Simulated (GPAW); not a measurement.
# TiO2 (P4_2/mnm) in GPAW: settings compared

Aim: see how the results for TiO2 move with the level of theory and the settings. Levels: vdW-DF, r2SCAN+U, revTPSS, revPBE. Tasks: band structure.

All numbers are computed with GPAW 26.7.0; they aren't measurements. Logs are shortened: lines on timing, memory, paths and dates and some standing lists are left out, and cuts for length are marked. The log counts tension as positive stress, the text compression.

**The experiment to reproduce.**

From “Shallow Valence Band of Rutile GeO2 and P-type Doping”, 2020, arxiv:2011.08928, for a bulk crystal of TiO2 at 1.6 K: band gap 3.03 eV (direct).

The runs below are set against these values where they give the same quantity.

## 1. The structure

Symmetry: P4_2/mnm, No. 136, tetragonal system. Conventional cell: a = 4.600 Å, b = 4.600 Å, c = 2.959 Å, α = 90.00°, β = 90.00°, γ = 90.00°. Around Ti (site symmetry mmm) lie 6 O at 1.95 to 1.98 Å. Around O (site symmetry m2m) lie 3 Ti at 1.95 to 1.98 Å.

The cell is a database's computed one.

## 2. Band structure, vdW-DF

The input, run.py:

```python
from ase import Atoms
from ase.dft.bandgap import bandgap
from ase.io import write
from gpaw import GPAW, PW

atoms = Atoms(['Ti', 'Ti', 'O', 'O', 'O', 'O'],
              cell=[[4.5998373239, 0.0, 0.0],
                    [0.0, 4.5998373239, 0.0],
                    [0.0, 0.0, 2.95921356]],
              scaled_positions=[[0.0, 0.0, 0.5],
                                [0.5, 0.5, 0.0],
                                [0.30432132, 0.30432132, 0.5],
                                [0.19567868, 0.80432132, 0.0],
                                [0.80432132, 0.19567868, 0.0],
                                [0.69567868, 0.69567868, 0.5]],
              pbc=True)

calc = GPAW(mode=PW(800),
            xc={'name': 'vdW-DF', 'backend': 'libvdwxc'},
            kpts={'size': (4, 4, 6), 'gamma': True},
            occupations={'name': 'fermi-dirac', 'width': 0.05},
            nbands=43,
            convergence={'density': 1e-05, 'energy': 1e-05},
            maxiter=150,
            txt='gpaw.txt')
atoms.calc = calc
energy = atoms.get_potential_energy()
forces = atoms.get_forces()
calc.write('gs.gpw')
write('result.traj', atoms)
print(f'Energy: {energy:.6f} eV')
print('Forces (eV/A):')
print(forces.round(4))
print('Fermi level:', round(calc.get_fermi_level(), 4), 'eV')
print(f'Gap: {bandgap(calc)[0]:.4f} eV, direct: {bandgap(calc, direct=True)[0]:.4f} eV')

path = atoms.cell.bandpath('GXMGZRAZ,XR,MA', npoints=60, eps=1e-4)
bs_calc = calc.fixed_density(kpts=path, symmetry='off', nbands=61,
                             convergence={'bands': 'CBM+6.0', 'eigenstates': 1e-6}, txt='bands.txt')
bs = bs_calc.band_structure()
bs.write('bs.json')
print(f'Gap on the path: {bandgap(bs_calc)[0]:.4f} eV')
```

Potentials or basis: GPAW PAW data sets (gpaw-data 1.2.1), pw.

Command:

```console
OMP_NUM_THREADS=1 python run.py
```

gpaw.txt:

```text
__  _  _
 | _ |_)|_||  |
 |__||  | ||/\| - 26.7.0

Input parameters:
  mode=PW(ecut=800.0),
  convergence={'density': 1e-05, 'energy': 1e-05},
  kpts=MonkhorstPack(size=(4, 4, 6), gamma=True),
  maxiter=150,
  nbands=43,
  occupations=Occupations(name='fermi-dirac', width=0.05),
  xc=XC(name='vdW-DF', backend='libvdwxc')

Diagonalizing LCAO Hamiltonian
Converting LCAO to pw mode
    .----------.
   /|          |
  / |          |
 *  |      O   |
 |  .O---------.
 Ti/  O Ti    /
 |/       O  /
 *----------*

Atoms  # Å, Bohr magnetons
|   | symbol |        x |        y |        z |    initial magnetic moments |
|---|--------|----------|----------|----------|-----------------------------|
| 0 |     Ti | 0.000000 | 0.000000 | 1.479607 | ( 0.0000,  0.0000,  0.0000) |
| 1 |     Ti | 2.299919 | 2.299919 | 0.000000 | ( 0.0000,  0.0000,  0.0000) |
| 2 |      O | 1.399829 | 1.399829 | 1.479607 | ( 0.0000,  0.0000,  0.0000) |
| 3 |      O | 0.900090 | 3.699747 | 0.000000 | ( 0.0000,  0.0000,  0.0000) |
| 4 |      O | 3.699747 | 0.900090 | 0.000000 | ( 0.0000,  0.0000,  0.0000) |
| 5 |      O | 3.200009 | 3.200009 | 1.479607 | ( 0.0000,  0.0000,  0.0000) |

Unit cell  # Å
| periodic |        x |        y |        z |  lengths |    angles |
|----------|----------|----------|----------|----------|-----------|
|      yes | 4.599837 | 0.000000 | 0.000000 | 4.599837 | 90.000000 |
|      yes | 0.000000 | 4.599837 | 0.000000 | 4.599837 | 90.000000 |
|      yes | 0.000000 | 0.000000 | 2.959214 | 2.959214 | 90.000000 |

Number of symmetries: 8
Symmetry operations  # r_c * U_cc + t_c -> r_c
|   | kind |            matrix            |
|---|------|------------------------------|
| 0 |  E   |  1, 0, 0,  0, 1, 0,  0, 0, 1 |
| 1 |  σ   |  1, 0, 0,  0, 1, 0,  0, 0,-1 |
| 2 |  σ   |  0, 1, 0,  1, 0, 0,  0, 0, 1 |
| 3 |  C2  |  0, 1, 0,  1, 0, 0,  0, 0,-1 |
| 4 |  σ   |  0,-1, 0, -1, 0, 0,  0, 0, 1 |
| 5 |  C2  |  0,-1, 0, -1, 0, 0,  0, 0,-1 |
| 6 |  C2  | -1, 0, 0,  0,-1, 0,  0, 0, 1 |
| 7 |  i   | -1, 0, 0,  0,-1, 0,  0, 0,-1 |

BZ-sampling:
  Number of BZ points: 96
  Number of IBZ points: 28

  Monkhorst-Pack size: [4, 4, 6]
  Monkhorst-Pack shift: [0.125, 0.125, 0.08333333333333333]

K-points  # in reciprocal-cell coordinates
|     |                                coordinates |     weight |
|-----|--------------------------------------------|------------|
|   0 | (  0.00000000,   0.00000000,   0.00000000) | 0.01041667 |
|   1 | (  0.00000000,   0.00000000,   0.16666667) | 0.02083333 |
|   2 | (  0.00000000,   0.00000000,   0.33333333) | 0.02083333 |
|   3 | (  0.00000000,   0.00000000,   0.50000000) | 0.01041667 |
|   4 | (  0.25000000,  -0.25000000,   0.00000000) | 0.02083333 |
|   5 | (  0.25000000,  -0.25000000,   0.16666667) | 0.04166667 |
|   6 | (  0.25000000,  -0.25000000,   0.33333333) | 0.04166667 |
|   7 | (  0.25000000,  -0.25000000,   0.50000000) | 0.02083333 |
|   8 | (  0.25000000,   0.00000000,   0.00000000) | 0.04166667 |
|   9 | (  0.25000000,   0.00000000,   0.16666667) | 0.08333333 |
| ... |                                            |            |
|  27 | (  0.50000000,   0.50000000,   0.50000000) | 0.01041667 |

Plane wave coefficients: 3249
Cutoff: 800.0 eV

Spin-components: 1 (collinear spins)
Bands:           43
Projectors:      32
Spin-degeneracy: 2
Datatype:        complex128

Parallelization:
  kpt:    1
  domain: 1
  band:   1

Density:
  Valence electrons: 48.0
  Components: 1
  Grid points: [32 32 20]
  Charge: 0.0  # |e|

Potential:
  Grid points: [32 32 20]

species:
  Ti:
    name:    Titanium
    Z:       22.0
    valence: 12
    core:    10
    charge:  0.0  # [|e|]
    compensation charges:
      type: gauss
      rc: 0.38  # [Å]
      lmax: 2
    cutoffs:
      filter: 2.23  # [Å]
      core: 1.02  # [Å]
    projectors
    | kind |    occ | energy [eV] | rcut [Å] |
    |------|--------|-------------|----------|
    |   3s |  2.000 |     -62.686 |    1.270 |
    |   4s |  2.000 |      -4.427 |    1.270 |
    |   3p |  6.000 |     -38.877 |    1.058 |
    |   4p |  0.000 |      -1.455 |    1.058 |
    |   3d |  2.000 |      -4.209 |    1.058 |
    |    d |        |      23.002 |    1.058 |

    Using partial waves for Ti as LCAO basis

  O:
    name:    Oxygen
    Z:       8.0
    valence: 6
    core:    2
    charge:  0.0  # [|e|]
    compensation charges:
      type: gauss
      rc: 0.21  # [Å]
      lmax: 2
    cutoffs:
      filter: 1.17  # [Å]
      core: 0.83  # [Å]
    projectors
    | kind |    occ | energy [eV] | rcut [Å] |
    |------|--------|-------------|----------|
    |   2s |  2.000 |     -23.998 |    0.688 |
    |   2p |  4.000 |      -8.969 |    0.598 |
    |    s |        |       3.214 |    0.688 |
    |    p |        |      18.243 |    0.598 |
    |    d |        |       0.000 |    0.619 |

    Using partial waves for O as LCAO basis

Reference energy: -54624.750365  # eV

eigensolver:
  PPCG
  Converge bands: occupied
  niter=2

density mixing:
  MSR1-Mixer
  Pratt-step length: 0.05
  Maximum mixing coefficient: 0.75
  Old densities: 10
  SVD Regularization: 0.005
  Good broyden scale: 1.0
  Trust region scale: 1.0
  Backstep threshold: 4.0
  History deletion threshold: 6.0
  Fourier metric: weight=20.0, sigma=0.015

occupation numbers:
  Fermi-Dirac:
    width: 0.0500  # eV

poisson solver:
  ecut: 6400.0  # eV

xc functional:
  name: vdW-DF with libvdwxc
  Mode: serial
  Semilocal: GGA_X_PBE_R+LDA_C_PW with 2 nearest neighbor stencil
  Local blocksize: 64 x 64 x 40
  PAW datasets: revPBE

convergence criteria:
[... 6 lines left out ...]
|iter     | |      energy | eigst |  dens |
|---------|-|-------------|-------|-------|
|iter:   1| | -132.820614 | +0.13 |       |
|iter:   2| | -129.407280 | -1.80 | -0.76 |
|iter:   3| | -123.345328 | -0.58 | -0.82 |
|iter:   4| | -122.604623 | -1.66 | -1.23 |
|iter:   5| | -122.531123 | -2.49 | -1.51 |
|iter:   6| | -122.541823 | -3.25 | -1.92 |
|iter:   7| | -122.541852 | -4.71 | -2.87 |
|iter:   8| | -122.541906c| -5.49 | -3.37 |
|iter:   9| | -122.541895c| -6.63 | -3.74 |
|iter:  10| | -122.541897c| -7.07 | -4.11 |
|iter:  11| | -122.541897c| -8.03c| -4.78 |
|iter:  12| | -122.541897c| -7.86c| -4.98 |
|iter:  13| | -122.541897c| -8.06c| -5.31c|

Converged in 13 steps
Energy contributions relative to reference atoms: (reference = -54624.750365)

Energy contributions:
  Kinetic:          87.659308
  Coulomb:         -93.670630
  Zero:              0.818582
  External:          0.000000
  Xc:             -117.349158
  Entropy:          -0.000000
  Spinorbit:         0.000000
  ----------------------------
  Free energy:    -122.541897
  Extrapolated:   -122.541897

dipole moment: (-14.773951, -14.773951, -26.086957)  # |e|*Ang

Fermi level: 6.430
Eigenvalues  # (at kpt = [0.000, 0.000, 0.000])
| band index |      eig [eV] | occ [0-2] |
|------------|---------------|-----------|
|          0 |       -51.571 |     2.000 |
|        ... |               |           |
|         16 |         1.776 |     2.000 |
|         17 |         3.037 |     2.000 |
|         18 |         3.037 |     2.000 |
|         19 |         3.581 |     2.000 |
|         20 |         4.837 |     2.000 |
|         21 |         5.088 |     2.000 |
[... 8 lines left out ...]
|         30 |        10.019 |     0.000 |
|         31 |        11.985 |     0.000 |
|        ... |               |           |
|         42 |        25.298 |     0.000 |

Gap: 1.892 eV
Transition (v -> c):
  (s=0, k=0, n=23, [0.00, 0.00, 0.00]) -> (s=0, k=0, n=24, [0.00, 0.00, 0.00])
No difference between direct/indirect transitions

Forces  # eV/Ang
|        x |        y |       z |
|----------|----------|---------|
|  0.00000 | -0.00000 | 0.00000 |  # Ti   0
| -0.00000 |  0.00000 | 0.00000 |  # Ti   1
| -0.10601 | -0.10601 | 0.00000 |  # O    2
|  0.10594 | -0.10594 | 0.00000 |  # O    3
| -0.10594 |  0.10594 | 0.00000 |  # O    4
|  0.10601 |  0.10601 | 0.00000 |  # O    5

# Writing to gs.gpw (mode='')
```

stdout:

```text
Energy: -122.541897 eV
Forces (eV/A):
[[ 0.     -0.      0.    ]
 [-0.      0.      0.    ]
 [-0.106  -0.106   0.    ]
 [ 0.1059 -0.1059  0.    ]
 [-0.1059  0.1059  0.    ]
 [ 0.106   0.106   0.    ]]
Fermi level: 6.4302 eV
Gap: 1.8918 eV, direct: 1.8918 eV
Gap on the path: 1.8918 eV
```

Run time: 2.8 min. Hardware: 1 thread of Arm Neoverse V1, shared host; peak memory 0.57 GiB.

Results:

- Free energy: -122.5419 eV
- Largest force: 0.150 eV/Å
- Band gap on the k mesh: 1.89 eV, direct
- Band gap along the path: 1.89 eV, direct

Forces in eV/Å, atoms in the order of the input:
```
Ti   0.000  0.000  0.000
Ti   0.000  0.000  0.000
O   -0.106 -0.106  0.000
O    0.106 -0.106  0.000
O   -0.106  0.106  0.000
O    0.106  0.106  0.000
```

Levels at the corners of the path, in eV from the valence-band top:
```tsv
point	band 21	band 22	band 23	band 24	band 25	band 26	band 27	band 28
Γ	-0.70	-0.45	-0.45	0.00	1.89	2.20	2.40	2.49
X	-1.61	-1.61	-0.72	-0.72	2.55	2.55	3.00	3.00
M	-1.29	-1.29	-1.05	-1.05	1.93	1.93	2.51	2.51
Γ	-0.70	-0.45	-0.45	0.00	1.89	2.20	2.40	2.49
Z	-2.30	-2.30	-1.40	-1.40	2.95	2.95	3.16	3.16
R	-1.99	-1.99	-1.02	-1.02	1.95	1.95	3.18	3.18
A	-1.27	-1.27	-0.66	-0.66	2.60	2.60	3.20	3.20
Z	-2.30	-2.30	-1.40	-1.40	2.95	2.95	3.16	3.16
X	-1.61	-1.61	-0.72	-0.72	2.55	2.55	3.00	3.00
R	-1.99	-1.99	-1.02	-1.02	1.95	1.95	3.18	3.18
M	-1.29	-1.29	-1.05	-1.05	1.93	1.93	2.51	2.51
A	-1.27	-1.27	-0.66	-0.66	2.60	2.60	3.20	3.20
```

Caveat: the k mesh is coarse; the PAW data sets were made with another functional, which shifts forces and pressure a little.

## 3. Band structure, r2SCAN+U

The input, run.py:

```python
from ase.dft.bandgap import bandgap
from ase.io import read, write
from ase.units import GPa
from gpaw import GPAW, PW

atoms = read('TiO2.xyz')

calc = GPAW(mode=PW(800),
            xc='MGGA_X_R2SCAN+MGGA_C_R2SCAN',
            kpts={'size': (4, 4, 6), 'gamma': True},
            occupations={'name': 'fermi-dirac', 'width': 0.05},
            setups={'Ti': ':d,3.5'},
            nbands=43,
            convergence={'density': 1e-05, 'energy': 1e-05},
            maxiter=150,
            txt='gpaw.txt')
atoms.calc = calc
energy = atoms.get_potential_energy()
forces = atoms.get_forces()
stress = atoms.get_stress()
calc.write('gs.gpw')
write('result.traj', atoms)
print(f'Energy: {energy:.6f} eV')
print('Forces (eV/A):')
print(forces.round(4))
print('Stress (GPa):', (stress / GPa).round(3))
print('Fermi level:', round(calc.get_fermi_level(), 4), 'eV')
print(f'Gap: {bandgap(calc)[0]:.4f} eV, direct: {bandgap(calc, direct=True)[0]:.4f} eV')

path = atoms.cell.bandpath('GXMGZRAZ,XR,MA', npoints=80, eps=1e-4)
bs_calc = calc.fixed_density(kpts=path, symmetry='off', nbands=61,
                             convergence={'bands': 'CBM+6.0', 'eigenstates': 1e-6}, txt='bands.txt')
bs = bs_calc.band_structure()
bs.write('bs.json')
print(f'Gap on the path: {bandgap(bs_calc)[0]:.4f} eV')
```

The input, TiO2.xyz:

```xyz
6
Lattice="4.5998373239 0.0000000000 0.0000000000 0.0000000000 4.5998373239 0.0000000000 0.0000000000 0.0000000000 2.9592135600" Properties=species:S:1:pos:R:3 pbc="T T T"
Ti     0.0000000000      0.0000000000      1.4796067800
Ti     2.2999186620      2.2999186620      0.0000000000
O      1.3998285662      1.3998285662      1.4796067800
O      0.9000900958      3.6997472281      0.0000000000
O      3.6997472281      0.9000900958      0.0000000000
O      3.2000087577      3.2000087577      1.4796067800
```

Potentials or basis: GPAW PAW data sets (gpaw-data 1.2.1), pw.

Command:

```console
OMP_NUM_THREADS=1 python run.py
```

Run time: 7.8 min. Hardware: 1 thread of Arm Neoverse V1, shared host; peak memory 0.71 GiB.

Results (log left out):

| Property | Result |
| --- | --- |
| Free energy | -62.9683 eV |
| Pressure | 4.5 GPa |
| Largest force | 0.042 eV/Å |
| Band gap on the k mesh | 2.84 eV, indirect (least direct gap 2.85 eV) |
| Band gap along the path | 2.84 eV, indirect (least direct gap 2.85 eV) |

Forces in eV/Å, atoms in the order of the input:
```
Ti   0.000  0.000  0.000
Ti   0.000  0.000  0.000
O   -0.030 -0.030  0.000
O    0.030 -0.030  0.000
O   -0.030  0.030  0.000
O    0.030  0.030  0.000
```

Stress tensor (GPa, compression positive):
```
3.29 0.00 0.00
0.00 3.29 0.00
0.00 0.00 7.05
```

Levels at the corners of the path, in eV from the valence-band top:
| point | band 21 | band 22 | band 23 | band 24 | band 25 | band 26 | band 27 | band 28 |
| --- | --- | --- | --- | --- | --- | --- | --- | --- |
| Γ | -0.85 | -0.55 | -0.55 | 0.00 | 2.85 | 3.08 | 3.45 | 3.53 |
| X | -1.75 | -1.75 | -0.80 | -0.80 | 3.50 | 3.50 | 4.09 | 4.09 |
| M | -1.49 | -1.49 | -1.22 | -1.22 | 2.84 | 2.84 | 3.55 | 3.55 |
| Γ | -0.85 | -0.55 | -0.55 | 0.00 | 2.85 | 3.08 | 3.45 | 3.53 |
| Z | -2.39 | -2.39 | -1.53 | -1.53 | 3.95 | 3.95 | 4.32 | 4.32 |
| R | -2.04 | -2.04 | -1.14 | -1.14 | 2.92 | 2.92 | 4.37 | 4.37 |
| A | -1.30 | -1.30 | -0.76 | -0.76 | 3.58 | 3.58 | 4.17 | 4.17 |
| Z | -2.39 | -2.39 | -1.53 | -1.53 | 3.95 | 3.95 | 4.32 | 4.32 |
| X | -1.75 | -1.75 | -0.80 | -0.80 | 3.50 | 3.50 | 4.09 | 4.09 |
| R | -2.04 | -2.04 | -1.14 | -1.14 | 2.92 | 2.92 | 4.37 | 4.37 |
| M | -1.49 | -1.49 | -1.22 | -1.22 | 2.84 | 2.84 | 3.55 | 3.55 |
| A | -1.30 | -1.30 | -0.76 | -0.76 | 3.58 | 3.58 | 4.17 | 4.17 |

Caveat: the k mesh is coarse; the PAW data sets were made with another functional, which shifts forces and pressure a little.

## 4. Band structure, revTPSS

Edit run.py of step 3 so:

```diff
@@ -1,3 +1,4 @@
+from ase import Atoms
 from ase.dft.bandgap import bandgap
-from ase.io import read, write
+from ase.io import write
 from ase.units import GPa
@@ -5,11 +6,21 @@
 
-atoms = read('TiO2.xyz')
+atoms = Atoms(['Ti', 'Ti', 'O', 'O', 'O', 'O'],
+              cell=[[4.5998373239, 0.0, 0.0],
+                    [0.0, 4.5998373239, 0.0],
+                    [0.0, 0.0, 2.95921356]],
+              scaled_positions=[[0.0, 0.0, 0.5],
+                                [0.5, 0.5, 0.0],
+                                [0.30432132, 0.30432132, 0.5],
+                                [0.19567868, 0.80432132, 0.0],
+                                [0.80432132, 0.19567868, 0.0],
+                                [0.69567868, 0.69567868, 0.5]],
+              pbc=True)
 
 calc = GPAW(mode=PW(800),
-            xc='MGGA_X_R2SCAN+MGGA_C_R2SCAN',
+            xc='MGGA_X_REVTPSS+MGGA_C_REVTPSS',
             kpts={'size': (4, 4, 6), 'gamma': True},
             occupations={'name': 'fermi-dirac', 'width': 0.05},
-            setups={'Ti': ':d,3.5'},
             nbands=43,
             convergence={'density': 1e-05, 'energy': 1e-05},
+            eigensolver='davidson',
             maxiter=150,
@@ -29,3 +40,3 @@
 
-path = atoms.cell.bandpath('GXMGZRAZ,XR,MA', npoints=80, eps=1e-4)
+path = atoms.cell.bandpath('GXMGZRAZ,XR,MA', npoints=100, eps=1e-4)
 bs_calc = calc.fixed_density(kpts=path, symmetry='off', nbands=61,
```

Command:

```console
OMP_NUM_THREADS=1 python run.py
```

Run time: 7.3 min. Hardware: 1 thread of Arm Neoverse V2, shared host; peak memory 0.78 GiB.

The run converged. Its results:

```yaml
Free_energy: -56.8855 eV
Pressure: 3.0 GPa
Largest_force: 0.053 eV/Å
Band_gap_on_the_k_mesh: 2.01 eV, direct
Band_gap_along_the_path: 2.01 eV, direct
```

Forces in eV/Å, atoms in the order of the input:
```
Ti   0.000  0.000  0.000
Ti   0.000  0.000  0.000
O   -0.037 -0.037  0.000
O    0.037 -0.037  0.000
O   -0.037  0.037  0.000
O    0.037  0.037  0.000
```

Stress tensor (GPa, compression positive):
```
2.86 0.00 0.00
0.00 2.86 0.00
0.00 0.00 3.27
```

Levels at the corners of the path, in eV from the valence-band top:
```tsv
point	band 22	band 23	band 24	band 25	band 26	band 27
Γ	-0.47	-0.47	0.00	2.01	2.29	2.54
X	-1.68	-0.78	-0.78	2.68	2.68	3.17
M	-1.35	-1.10	-1.10	2.05	2.05	2.67
Γ	-0.47	-0.47	0.00	2.01	2.29	2.54
Z	-2.44	-1.47	-1.47	3.12	3.12	3.35
R	-2.07	-1.08	-1.08	2.03	2.03	3.38
A	-1.32	-0.69	-0.69	2.73	2.73	3.33
Z	-2.44	-1.47	-1.47	3.12	3.12	3.35
X	-1.68	-0.78	-0.78	2.68	2.68	3.17
R	-2.07	-1.08	-1.08	2.03	2.03	3.38
M	-1.35	-1.10	-1.10	2.05	2.05	2.67
A	-1.32	-0.69	-0.69	2.73	2.73	3.33
```

Caveat: the k mesh is coarse; the PAW data sets were made with another functional, which shifts forces and pressure a little.

(Part 1 of 2 ends here.)
